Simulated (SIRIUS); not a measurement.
Ir in SIRIUS: convergence with core states

Input of the first run (core states Ir 1s2s2p3s3p3d4s4p4d5s); the others differ in this setting and in those tied to it:

sirius.json

```json
{
  "control": {
    "processing_unit": "cpu",
    "std_evp_solver_name": "lapack",
    "gen_evp_solver_name": "lapack",
    "verbosity": 2,
    "print_forces": true,
    "ortho_rf": true,
    "use_second_variation": true,
    "rmt_max": 3.0,
    "num_bands_to_print": 23,
    "save_wf": true
  },
  "parameters": {
    "electronic_structure_method": "full_potential_lapwlo",
    "xc_functionals": ["XC_LDA_X", "XC_LDA_C_PW"],
    "core_relativity": "dirac",
    "valence_relativity": "iora",
    "num_fv_states": 23,
    "smearing": "fermi_dirac",
    "smearing_width": 0.0018374661,
    "pw_cutoff": 20,
    "gk_cutoff": 3.65,
    "lmax_apw": 11,
    "lmax_rho": 8,
    "lmax_pot": 8,
    "num_mag_dims": 0,
    "auto_rmt": 0,
    "ngridk": [12, 12, 12],
    "shiftk": [0, 0, 0],
    "num_dft_iter": 80,
    "energy_tol": 1e-07,
    "density_tol": 1e-05,
    "use_symmetry": true
  },
  "settings": {"tol_ne": 1e-10},
  "iterative_solver": {"type": "exact"},
  "mixer": {"type": "anderson", "beta": 0.5, "max_history": 8},
  "unit_cell": {
    "lattice_vectors": [[0.0, 3.6199593643, 3.6199593643], [3.6199593643, 0.0, 3.6199593643], [3.6199593643, 3.6199593643, 0.0]],
    "atom_types": ["Ir"],
    "atom_files": {"Ir": "Ir.json"},
    "atoms": {"Ir": [[0.0, 0.0, 0.0]]}
  }
}
```

The input Ir.json:

```json
{
  "name": "iridium",
  "symbol": "Ir",
  "number": 77,
  "mass": 192.217,
  "rmin": 1e-06,
  "rmt": 2.52,
  "nrmt": 800,
  "rinf": 13.6,
  "core": "1s2s2p3s3p3d4s4p4d5s",
  "valence": [
    {"basis": [{"enu": 0.28, "dme": 0, "n": 0, "auto": 0}, {"enu": 0.28, "dme": 1, "n": 0, "auto": 0}]},
    {"l": 0, "n": 1, "basis": [{"enu": 0.38, "dme": 0, "n": 0, "auto": 0}]},
    {"l": 1, "n": 2, "basis": [{"enu": 0.38, "dme": 0, "n": 0, "auto": 0}]},
    {"l": 2, "n": 3, "basis": [{"enu": 0.38, "dme": 0, "n": 0, "auto": 0}]},
    {"l": 3, "n": 4, "basis": [{"enu": 0.38, "dme": 0, "n": 0, "auto": 0}]},
    {"l": 4, "n": 5, "basis": [{"enu": 0.38, "dme": 0, "n": 0, "auto": 0}]}
  ],
  "lo": [
    {"l": 0, "basis": [{"enu": 0.38, "dme": 0, "n": 0, "auto": 0}, {"enu": 0.38, "dme": 1, "n": 0, "auto": 0}]},
    {"l": 0, "basis": [{"enu": 0.38, "dme": 1, "n": 0, "auto": 0}, {"enu": 0.38, "dme": 2, "n": 0, "auto": 0}]},
    {"l": 0, "basis": [{"enu": 0.38, "dme": 0, "n": 0, "auto": 0}, {"enu": 2.2696, "dme": 0, "n": 0, "auto": 0}]},
    {"l": 1, "basis": [{"enu": 0.38, "dme": 0, "n": 0, "auto": 0}, {"enu": 0.38, "dme": 1, "n": 0, "auto": 0}]},
    {
      "l": 1,
      "basis": [{"enu": -1.3921, "dme": 0, "n": 5, "auto": 1}, {"enu": -1.3921, "dme": 1, "n": 5, "auto": 1}]
    },
    {
      "l": 1,
      "basis": [{"enu": -1.3921, "dme": 1, "n": 5, "auto": 1}, {"enu": 0.38, "dme": 0, "n": 0, "auto": 0}]
    },
    {"l": 1, "basis": [{"enu": 0.38, "dme": 0, "n": 0, "auto": 0}, {"enu": 3.2775, "dme": 0, "n": 0, "auto": 0}]},
    {"l": 2, "basis": [{"enu": 0.38, "dme": 0, "n": 0, "auto": 0}, {"enu": 0.38, "dme": 1, "n": 0, "auto": 0}]},
    {"l": 2, "basis": [{"enu": 0.38, "dme": 1, "n": 0, "auto": 0}, {"enu": 0.38, "dme": 2, "n": 0, "auto": 0}]},
    {"l": 2, "basis": [{"enu": 0.38, "dme": 0, "n": 0, "auto": 0}, {"enu": 2.8365, "dme": 0, "n": 0, "auto": 0}]},
    {"l": 3, "basis": [{"enu": 0.38, "dme": 0, "n": 0, "auto": 0}, {"enu": 0.38, "dme": 1, "n": 0, "auto": 0}]},
    {
      "l": 3,
      "basis": [{"enu": -1.6896, "dme": 0, "n": 4, "auto": 1}, {"enu": -1.6896, "dme": 1, "n": 4, "auto": 1}]
    },
    {
      "l": 3,
      "basis": [{"enu": -1.6896, "dme": 1, "n": 4, "auto": 1}, {"enu": 0.38, "dme": 0, "n": 0, "auto": 0}]
    },
    {"l": 3, "basis": [{"enu": 0.38, "dme": 0, "n": 0, "auto": 0}, {"enu": 4.0333, "dme": 0, "n": 0, "auto": 0}]},
    {"l": 4, "basis": [{"enu": 0.38, "dme": 0, "n": 0, "auto": 0}, {"enu": 0.38, "dme": 1, "n": 0, "auto": 0}]},
    {"l": 4, "basis": [{"enu": 0.38, "dme": 0, "n": 0, "auto": 0}, {"enu": 3.4034, "dme": 0, "n": 0, "auto": 0}]}
  ],
  "free_atom": [... radial grid and density of the free atom, the start of the SCF ...]
}
```

The input sirius_start.json:

```json
{
  "control": {
    "processing_unit": "cpu",
    "std_evp_solver_name": "lapack",
    "gen_evp_solver_name": "lapack",
    "verbosity": 1,
    "print_forces": false,
    "ortho_rf": true,
    "use_second_variation": true,
    "rmt_max": 3.0,
    "num_bands_to_print": 23,
    "save_wf": false
  },
  "parameters": {
    "electronic_structure_method": "full_potential_lapwlo",
    "xc_functionals": ["XC_LDA_X", "XC_LDA_C_PW"],
    "core_relativity": "dirac",
    "valence_relativity": "iora",
    "num_fv_states": 23,
    "smearing": "fermi_dirac",
    "smearing_width": 0.0055123983,
    "pw_cutoff": 20,
    "gk_cutoff": 2.92,
    "lmax_apw": 11,
    "lmax_rho": 8,
    "lmax_pot": 8,
    "num_mag_dims": 0,
    "auto_rmt": 0,
    "ngridk": [5, 5, 5],
    "shiftk": [0, 0, 0],
    "num_dft_iter": 30,
    "energy_tol": 0.01,
    "density_tol": 0.05,
    "use_symmetry": true
  },
  "settings": {"tol_ne": 1e-10},
  "iterative_solver": {"type": "exact"},
  "mixer": {"type": "anderson", "beta": 0.5, "max_history": 8},
  "unit_cell": {
    "lattice_vectors": [[0.0, 3.6199593643, 3.6199593643], [3.6199593643, 0.0, 3.6199593643], [3.6199593643, 3.6199593643, 0.0]],
    "atom_types": ["Ir"],
    "atom_files": {"Ir": "Ir.json"},
    "atoms": {"Ir": [[0.0, 0.0, 0.0]]}
  }
}
```

Potentials or basis: all-electron FP-LAPW, apw+lo standard.

The run is started by

```bash
$ OMP_NUM_THREADS=1 sirius.scf --input=sirius_start.json --output=start.json
$ OMP_NUM_THREADS=1 sirius.scf --input=sirius.json --output=output.json --task=1
```

Hardware: 1 thread of Arm Neoverse V1, on a shared host.

```
            core states  energy less the tightest run, at zero smearing (meV/atom)  SCF cycles  CPU time (s)  peak memory (GiB)
Ir 1s2s2p3s3p3d4s4p4d5s                                                 -106406.13          29           120               0.34
  Ir 1s2s2p3s3p3d4s4p4d                                                   -2280.18           7            42               0.34
    Ir 1s2s2p3s3p3d4s4p                                                       0.00           7            42               0.35
```

Not settled before the last step: the energy (to 1 meV/atom). The tightest run that finished is the yardstick and may itself not be fully converged.

Caveat, for the tightest run too: total energies shift when a shell moves between core and valence, since the two are treated with different relativity. The run has no spin-orbit coupling, so splittings on Ir are missing.

The runs don't all hold the same shells in valence.
